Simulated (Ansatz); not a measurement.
# Rhodium, fcc under BLYP: from relaxation to bulk modulus, part 2 of 2

The plan for rhodium in the fcc structure: relax it, solve it on a dense k-mesh, switch on spin-orbit coupling, then scale the cell to 7 volumes from 88 to 112 % of the relaxed one and try a fit of the equation of state. The k-meshes are 14×14×14 for the relaxation; 23×23×23 for the dense run; 14×14×14 for spin-orbit coupling; 23×23×23 for the volumes. The starting cell is the deposited one, from the Crystallography Open Database.

Ansatz 0.2.0; DFT, BLYP, plane waves (420 eV) with PAW, scalar-relativistic. The steps go on from the part before.

### 4 With spin-orbit coupling

Contents of input.yaml:

```yaml
crystal:
  lattice:
    - [0.0, 1.9508486659, 1.9508486659]
    - [1.9508486659, 0.0, 1.9508486659]
    - [1.9508486659, 1.9508486659, 0.0]
  atoms:
    - { symbol: Rh, position: [0.0, 0.0, 0.0] }
hamiltonian:
  xc: blyp
  pseudopotentials:
    kind: paw_fr
    azcp:
      Rh: "pseudopotentials/Rh.paw.azcp"
basis:
  ecutwfc: 420
  fft_grid_basis: typed
kpoints:
  mp_grid: { grid: [14, 14, 14], shift: [0, 0, 0] }
magnetization:
  noncollinear: true
  spin_orbit: true
scf:
  occupations: { method: fermi_dirac, width: 0.1 }
```

Output, cut to the lines that bear on the results:

```text
[...]
Pseudopotentials: kind: paw_fr
Pseudopotential: Rh, paw_fr, valence charge 17, recommended cutoff 420 eV (normal), <dir>
Functional definition: BLYP
[...]
non-collinear run that drives no moment, with spin-orbit: no starting moment large enough to seed its density (crystal.atoms[].spin), no starting occupations that ask for one, no magnetisation constraint and no magnetic field, so the semilocal B_xc is pinned to zero
Crystal: 1 atoms, lattice volume = 14.849 Å³
Basis set: ecut = 420 eV, 283 PW (Γ), exchange–correlation on 40×40×40 points (8 copies of the dense FFT grid, shifted against one another)
Bands: 26, of which v1, the nominal top of the filled ones, is band 17 counted from 1 (16 counted from 0)
Symmetry: 48 space group operations + 48 with time reversal
Magnetic group: BNS 225.117 (UNI 1619), of the structure as read, at distance tolerance 2.5e-5 Å
k-points: 104 of 2744
Projection manifold: j_resolved (fully-relativistic pseudo-atomic orbitals)
[...]
SCF iter   1: F=—  HF=-6419.364499 eV  |F-HF|=—  |Δ(HF+E_count)|=         —  Δρ=9.93e-2  dr2=1.35e0  dr2_m=0.00e0 (ungated)  ethr=3.10e-3  |M|=0.00e0 ∫|m|=0.00e0 μB  |m|>n=0.0e0 m-floor=0.0e0 τ_xc=0.0e0  β_m=0.30  ⟨swp⟩=6.7  Hψ=6794  notcnv=0  defer=64
[...]
SCF iter   6: F=-6418.976402 eV  HF=-6418.976402 eV  |F-HF|=2.41e-8  |Δ(HF+E_count)|=   4.96e-7  Δρ=1.81e-5  dr2=3.59e-8  dr2_m=0.00e0 (ungated)  ethr=5.88e-10  |M|=0.00e0 ∫|m|=0.00e0 μB  |m|>n=0.0e0 m-floor=0.0e0 τ_xc=0.0e0  ⟨swp⟩=1.8  Hψ=3872  notcnv=0
[...]
SCF converged after 6 iterations
Magnetization: |M| = 0.0000 μB,  M = (+0.0000, +0.0000, +0.0000) μB
Absolute magnetization: 0.0000 μB (∫|m|)
  site 0: m = (+0.0000, +0.0000, +0.0000) μB, |m| = 0.0000 μB  (R = 1.14 Å)
Free energy (F): -6418.976402 eV
[...]
E sigma→0 (E₀):  -6418.951634 eV
Entropy (-TS):   -0.049535 eV (-49.535 meV/atom)
Fermi energy:    20.765490 eV
[...]
```

Run time: 5.7 s. Hardware: 1 thread of an x86-64 CPU, shared host; peak memory 0.49 GiB.

With and without spin-orbit coupling:

|  | scalar-relativistic | with spin-orbit coupling |
| --- | --- | --- |
| k-mesh | 23×23×23 | 14×14×14 |
| gap on the mesh | none (levels filled in part) | none (levels filled in part) |

The meshes differ, so small differences between the columns need not come from spin-orbit coupling.

### 5 Equation of state: 88 %

Contents of input.yaml:

```yaml
crystal:
  lattice:
    - [0.0, 1.8694670072, 1.8694670072]
    - [1.8694670072, 0.0, 1.8694670072]
    - [1.8694670072, 1.8694670072, 0.0]
  atoms:
    - { symbol: Rh, position: [0.0, 0.0, 0.0] }
hamiltonian:
  xc: blyp
  pseudopotentials:
    kind: paw
    azcp:
      Rh: "pseudopotentials/Rh.paw.azcp"
basis:
  ecutwfc: 420
  fft_grid_basis: typed
kpoints:
  mp_grid: { grid: [23, 23, 23], shift: [0, 0, 0] }
magnetization:
  spin_polarized: false
scf:
  occupations: { method: fermi_dirac, width: 0.1 }
output:
  stress: true
```

Output, cut to the lines that bear on the results:

```text
[...]
[... 3 set-up lines as earlier in the session ...]
[...]
Crystal: 1 atoms, lattice volume = 13.067 Å³
Basis set: ecut = 420 eV, 259 PW (Γ), exchange–correlation on 36×36×36 points (8 copies of the dense FFT grid, shifted against one another)
Bands: 13, of which v1, the nominal top of the filled ones, is band 9 counted from 1 (8 counted from 0)
[... 2 set-up lines as earlier in the session ...]
k-points: 364 of 12167
[...]
SCF iter   1: F=—  HF=-6416.961006 eV  |F-HF|=—  |Δ(HF+E_count)|=         —  Δρ=1.85e-2  dr2=4.26e-2  ethr=1.77e-3  ⟨swp⟩=4.9  Hψ=26375  notcnv=0
[...]
SCF iter   6: F=-6416.950311 eV  HF=-6416.950311 eV  |F-HF|=4.55e-11  |Δ(HF+E_count)|=   1.39e-9  Δρ=1.25e-6  dr2=2.87e-11  ethr=3.26e-11  ⟨swp⟩=1.8  Hψ=15142  notcnv=0
[...]
SCF converged after 6 iterations
Free energy (F): -6416.950311 eV
[...]
E sigma→0 (E₀):  -6416.929998 eV
Entropy (-TS):   -0.040626 eV (-40.626 meV/atom)
Fermi energy:    24.393158 eV
[...]
--- Stress (GPa, compression-positive) ---
       37.923448      -0.000000      -0.000000
       -0.000000      37.923448       0.000000
       -0.000000      -0.000000      37.923448
  P = ⅓ Tr σ = 37.9234 GPa (379.234 kbar)
```

Wall time 5.9 s (1 thread of an x86-64 CPU, shared host); peak memory 0.54 GiB.

### 6 Equation of state: 92 %

Edit input.yaml of step 5 so:

```diff
@@ -2,5 +2,5 @@
   lattice:
-    - [0.0, 1.8694670072, 1.8694670072]
-    - [1.8694670072, 0.0, 1.8694670072]
-    - [1.8694670072, 1.8694670072, 0.0]
+    - [0.0, 1.8973736141, 1.8973736141]
+    - [1.8973736141, 0.0, 1.8973736141]
+    - [1.8973736141, 1.8973736141, 0.0]
   atoms:
```

Output, cut to the lines that bear on the results:

```text
[...]
[... 3 set-up lines as earlier in the session ...]
[...]
Crystal: 1 atoms, lattice volume = 13.661 Å³
Basis set: ecut = 420 eV, 283 PW (Γ), exchange–correlation on 36×36×36 points (8 copies of the dense FFT grid, shifted against one another)
Bands: 13, of which v1, the nominal top of the filled ones, is band 9 counted from 1 (8 counted from 0)
[... 2 set-up lines as earlier in the session ...]
k-points: 364 of 12167
[...]
SCF iter   1: F=—  HF=-6417.070331 eV  |F-HF|=—  |Δ(HF+E_count)|=         —  Δρ=1.77e-2  dr2=4.18e-2  ethr=1.77e-3  ⟨swp⟩=4.9  Hψ=26206  notcnv=0
[...]
SCF iter   6: F=-6417.060221 eV  HF=-6417.060221 eV  |F-HF|=1.24e-10  |Δ(HF+E_count)|=   2.30e-9  Δρ=1.42e-6  dr2=4.26e-11  ethr=2.02e-11  ⟨swp⟩=1.9  Hψ=14711  notcnv=0
[...]
SCF converged after 6 iterations
Free energy (F): -6417.060221 eV
[...]
E sigma→0 (E₀):  -6417.038182 eV
Entropy (-TS):   -0.044078 eV (-44.078 meV/atom)
Fermi energy:    23.071830 eV
[...]
--- Stress (GPa, compression-positive) ---
       22.032727      -0.000000       0.000000
        0.000000      22.032727       0.000000
        0.000000      -0.000000      22.032727
  P = ⅓ Tr σ = 22.0327 GPa (220.327 kbar)
```

Run time: 5 s. Hardware: 1 thread of an x86-64 CPU, shared host; peak memory 0.54 GiB.

### 7 Equation of state: 96 %

Edit input.yaml of step 6 so:

```diff
@@ -2,5 +2,5 @@
   lattice:
-    - [0.0, 1.8973736141, 1.8973736141]
-    - [1.8973736141, 0.0, 1.8973736141]
-    - [1.8973736141, 1.8973736141, 0.0]
+    - [0.0, 1.924482614, 1.924482614]
+    - [1.924482614, 0.0, 1.924482614]
+    - [1.924482614, 1.924482614, 0.0]
   atoms:
```

Output, cut to the lines that bear on the results:

```text
[...]
[... 3 set-up lines as earlier in the session ...]
[...]
Crystal: 1 atoms, lattice volume = 14.255 Å³
Basis set: ecut = 420 eV, 283 PW (Γ), exchange–correlation on 40×40×40 points (8 copies of the dense FFT grid, shifted against one another)
Bands: 13, of which v1, the nominal top of the filled ones, is band 9 counted from 1 (8 counted from 0)
[... 2 set-up lines as earlier in the session ...]
k-points: 364 of 12167
[...]
SCF iter   1: F=—  HF=-6417.127326 eV  |F-HF|=—  |Δ(HF+E_count)|=         —  Δρ=1.69e-2  dr2=4.03e-2  ethr=1.77e-3  ⟨swp⟩=4.9  Hψ=26179  notcnv=0
[...]
SCF iter   6: F=-6417.117981 eV  HF=-6417.117981 eV  |F-HF|=2.11e-10  |Δ(HF+E_count)|=   4.62e-9  Δρ=1.61e-6  dr2=8.03e-11  ethr=1.94e-11  ⟨swp⟩=1.7  Hψ=14522  notcnv=0
[...]
SCF converged after 6 iterations
Free energy (F): -6417.117981 eV
[...]
E sigma→0 (E₀):  -6417.094144 eV
Entropy (-TS):   -0.047676 eV (-47.676 meV/atom)
Fermi energy:    21.860876 eV
[...]
--- Stress (GPa, compression-positive) ---
        9.642708       0.000000       0.000000
       -0.000000       9.642708       0.000000
        0.000000       0.000000       9.642708
  P = ⅓ Tr σ = 9.6427 GPa (96.427 kbar)
```

Run time: 4.7 s. Hardware: 1 thread of an x86-64 CPU, shared host; peak memory 0.55 GiB.

### 8 Equation of state: 100 %

Edit input.yaml of step 7 so:

```diff
@@ -2,5 +2,5 @@
   lattice:
-    - [0.0, 1.924482614, 1.924482614]
-    - [1.924482614, 0.0, 1.924482614]
-    - [1.924482614, 1.924482614, 0.0]
+    - [0.0, 1.9508486659, 1.9508486659]
+    - [1.9508486659, 0.0, 1.9508486659]
+    - [1.9508486659, 1.9508486659, 0.0]
   atoms:
```

Output, cut to the lines that bear on the results:

```text
[...]
[... 3 set-up lines as earlier in the session ...]
[...]
Crystal: 1 atoms, lattice volume = 14.849 Å³
Basis set: ecut = 420 eV, 283 PW (Γ), exchange–correlation on 40×40×40 points (8 copies of the dense FFT grid, shifted against one another)
Bands: 13, of which v1, the nominal top of the filled ones, is band 9 counted from 1 (8 counted from 0)
[... 2 set-up lines as earlier in the session ...]
k-points: 364 of 12167
[...]
SCF iter   1: F=—  HF=-6417.143649 eV  |F-HF|=—  |Δ(HF+E_count)|=         —  Δρ=1.60e-2  dr2=3.86e-2  ethr=1.77e-3  ⟨swp⟩=4.8  Hψ=26067  notcnv=0
[...]
SCF iter   6: F=-6417.135083 eV  HF=-6417.135083 eV  |F-HF|=4.86e-10  |Δ(HF+E_count)|=   1.16e-8  Δρ=2.51e-6  dr2=8.24e-10  ethr=4.32e-10  ⟨swp⟩=2.3  Hψ=16020  notcnv=0
[...]
SCF converged after 6 iterations
Free energy (F): -6417.135083 eV
[...]
E sigma→0 (E₀):  -6417.109378 eV
Entropy (-TS):   -0.051410 eV (-51.410 meV/atom)
Fermi energy:    20.747351 eV
[...]
--- Stress (GPa, compression-positive) ---
       -0.009709      -0.000000       0.000000
        0.000000      -0.009709       0.000000
       -0.000000      -0.000000      -0.009709
  P = ⅓ Tr σ = -0.0097 GPa (-0.097 kbar)
```

Wall time 6.5 s (1 thread of an x86-64 CPU, shared host); peak memory 0.55 GiB.

### 9 Equation of state: 104 %

Edit input.yaml of step 8 so:

```diff
@@ -2,5 +2,5 @@
   lattice:
-    - [0.0, 1.9508486659, 1.9508486659]
-    - [1.9508486659, 0.0, 1.9508486659]
-    - [1.9508486659, 1.9508486659, 0.0]
+    - [0.0, 1.9765206713, 1.9765206713]
+    - [1.9765206713, 0.0, 1.9765206713]
+    - [1.9765206713, 1.9765206713, 0.0]
   atoms:
```

Output, cut to the lines that bear on the results:

```text
[...]
[... 3 set-up lines as earlier in the session ...]
[...]
Crystal: 1 atoms, lattice volume = 15.443 Å³
Basis set: ecut = 420 eV, 307 PW (Γ), exchange–correlation on 40×40×40 points (8 copies of the dense FFT grid, shifted against one another)
Bands: 13, of which v1, the nominal top of the filled ones, is band 9 counted from 1 (8 counted from 0)
[... 2 set-up lines as earlier in the session ...]
k-points: 364 of 12167
[...]
SCF iter   1: F=—  HF=-6417.128290 eV  |F-HF|=—  |Δ(HF+E_count)|=         —  Δρ=1.53e-2  dr2=3.68e-2  ethr=1.77e-3  ⟨swp⟩=4.9  Hψ=26234  notcnv=0
[...]
SCF iter   6: F=-6417.120551 eV  HF=-6417.120551 eV  |F-HF|=3.73e-10  |Δ(HF+E_count)|=   1.34e-8  Δρ=2.16e-6  dr2=6.48e-10  ethr=4.36e-10  ⟨swp⟩=2.3  Hψ=15699  notcnv=0
[...]
SCF converged after 6 iterations
Free energy (F): -6417.120551 eV
[...]
E sigma→0 (E₀):  -6417.092918 eV
Entropy (-TS):   -0.055265 eV (-55.265 meV/atom)
Fermi energy:    19.720338 eV
[...]
--- Stress (GPa, compression-positive) ---
       -7.510307      -0.000000      -0.000000
       -0.000000      -7.510307       0.000000
       -0.000000       0.000000      -7.510307
  P = ⅓ Tr σ = -7.5103 GPa (-75.103 kbar)
```

It took 4.6 s on 1 thread of an x86-64 CPU, shared host; peak memory 0.56 GiB.

### 10 Equation of state: 108 %

Edit input.yaml of step 9 so:

```diff
@@ -2,5 +2,5 @@
   lattice:
-    - [0.0, 1.9765206713, 1.9765206713]
-    - [1.9765206713, 0.0, 1.9765206713]
-    - [1.9765206713, 1.9765206713, 0.0]
+    - [0.0, 2.0015425766, 2.0015425766]
+    - [2.0015425766, 0.0, 2.0015425766]
+    - [2.0015425766, 2.0015425766, 0.0]
   atoms:
```

Output, cut to the lines that bear on the results:

```text
[...]
[... 3 set-up lines as earlier in the session ...]
[...]
Crystal: 1 atoms, lattice volume = 16.037 Å³
Basis set: ecut = 420 eV, 331 PW (Γ), exchange–correlation on 40×40×40 points (8 copies of the dense FFT grid, shifted against one another)
Bands: 13, of which v1, the nominal top of the filled ones, is band 9 counted from 1 (8 counted from 0)
[... 2 set-up lines as earlier in the session ...]
k-points: 364 of 12167
[...]
SCF iter   1: F=—  HF=-6417.088509 eV  |F-HF|=—  |Δ(HF+E_count)|=         —  Δρ=1.47e-2  dr2=3.52e-2  ethr=1.77e-3  ⟨swp⟩=4.9  Hψ=26018  notcnv=0
[...]
SCF iter   6: F=-6417.081488 eV  HF=-6417.081488 eV  |F-HF|=2.16e-10  |Δ(HF+E_count)|=   1.30e-8  Δρ=1.76e-6  dr2=4.43e-10  ethr=4.12e-10  ⟨swp⟩=2.3  Hψ=15766  notcnv=0
[...]
SCF converged after 6 iterations
Free energy (F): -6417.081488 eV
[...]
E sigma→0 (E₀):  -6417.051871 eV
Entropy (-TS):   -0.059233 eV (-59.233 meV/atom)
Fermi energy:    18.770418 eV
[...]
--- Stress (GPa, compression-positive) ---
      -13.310401      -0.000000       0.000000
       -0.000000     -13.310401       0.000000
        0.000000       0.000000     -13.310401
  P = ⅓ Tr σ = -13.3104 GPa (-133.104 kbar)
```

Wall time 5.5 s (1 thread of an x86-64 CPU, shared host); peak memory 0.55 GiB.

### 11 Equation of state: 112 %

Edit input.yaml of step 10 so:

```diff
@@ -2,5 +2,5 @@
   lattice:
-    - [0.0, 2.0015425766, 2.0015425766]
-    - [2.0015425766, 0.0, 2.0015425766]
-    - [2.0015425766, 2.0015425766, 0.0]
+    - [0.0, 2.0259540383, 2.0259540383]
+    - [2.0259540383, 0.0, 2.0259540383]
+    - [2.0259540383, 2.0259540383, 0.0]
   atoms:
```

Output, cut to the lines that bear on the results:

```text
[...]
[... 3 set-up lines as earlier in the session ...]
[...]
Crystal: 1 atoms, lattice volume = 16.631 Å³
Basis set: ecut = 420 eV, 331 PW (Γ), exchange–correlation on 40×40×40 points (8 copies of the dense FFT grid, shifted against one another)
Bands: 13, of which v1, the nominal top of the filled ones, is band 9 counted from 1 (8 counted from 0)
[... 1 set-up line as earlier in the session ...]
Space group: Fm-3m (ITA 225), of the structure as read, at distance tolerance 2.6e-5 Å
k-points: 364 of 12167
[...]
SCF iter   1: F=—  HF=-6417.029871 eV  |F-HF|=—  |Δ(HF+E_count)|=         —  Δρ=1.41e-2  dr2=3.38e-2  ethr=1.77e-3  ⟨swp⟩=5.0  Hψ=26018  notcnv=0
[...]
SCF iter   6: F=-6417.023516 eV  HF=-6417.023516 eV  |F-HF|=8.73e-11  |Δ(HF+E_count)|=   9.72e-9  Δρ=1.43e-6  dr2=2.90e-10  ethr=3.35e-10  ⟨swp⟩=2.2  Hψ=15670  notcnv=0
[...]
SCF converged after 6 iterations
Free energy (F): -6417.023516 eV
[...]
E sigma→0 (E₀):  -6416.991864 eV
Entropy (-TS):   -0.063304 eV (-63.304 meV/atom)
Fermi energy:    17.889514 eV
[...]
--- Stress (GPa, compression-positive) ---
      -17.763359       0.000000       0.000000
       -0.000000     -17.763359      -0.000000
        0.000000       0.000000     -17.763359
  P = ⅓ Tr σ = -17.7634 GPa (-177.634 kbar)
```

Wall time 7.1 s (1 thread of an x86-64 CPU, shared host); peak memory 0.55 GiB.

### 12 The equation of state

The cell was scaled evenly, with its shape and the fractional positions fixed.

| V (Å³/atom) | E − E₀ (meV/atom) | P from the stress (GPa) | P from the fit (GPa) |
| --- | --- | --- | --- |
| 13.067 | 179.4 | 37.92 | 37.53 |
| 13.661 | 71.2 | 22.03 | 21.54 |
| 14.255 | 15.3 | 9.64 | 9.13 |
| 14.849 | 0.0 | -0.01 | -0.52 |
| 15.443 | 16.5 | -7.51 | -8.03 |
| 16.037 | 57.5 | -13.31 | -13.85 |
| 16.631 | 117.5 | -17.76 | -18.36 |

A third-order Birch-Murnaghan fit gives V₀ = 14.813 Å³/atom, B₀ = 215 GPa and B₀′ = 5.3; it misses no point by more than 0.04 meV/atom.

The fit is made to E(σ → 0), while the stress belongs to the free energy F; that is one source of the offset between the two pressures.

### 13 What came out

The summary covers parts 1 to 2.

```
                      quantity                         value
space group (spins left aside)               Fm-3m (No. 225)
             conventional cell                   a = 3.902 Å
                        volume                14.849 Å³/atom
             shortest distance                       2.759 Å
   against the measured volume       +8.0 % (13.752 Å³/atom)
               gap on the mesh  none (levels filled in part)
                   V₀, B₀, B₀′  14.813 Å³/atom, 215 GPa, 5.3
```

**Reading.** The volume comes out 8.0 % larger than measured. This functional tends to bind solids too weakly. Levels at the Fermi energy are filled in part, as in a metal. The total energy of the spin-orbit run lies -1.8 eV/atom from the scalar one, but the two kinds of run don't share a zero of energy: only differences within one kind count. B₀ comes out at 215 GPa.
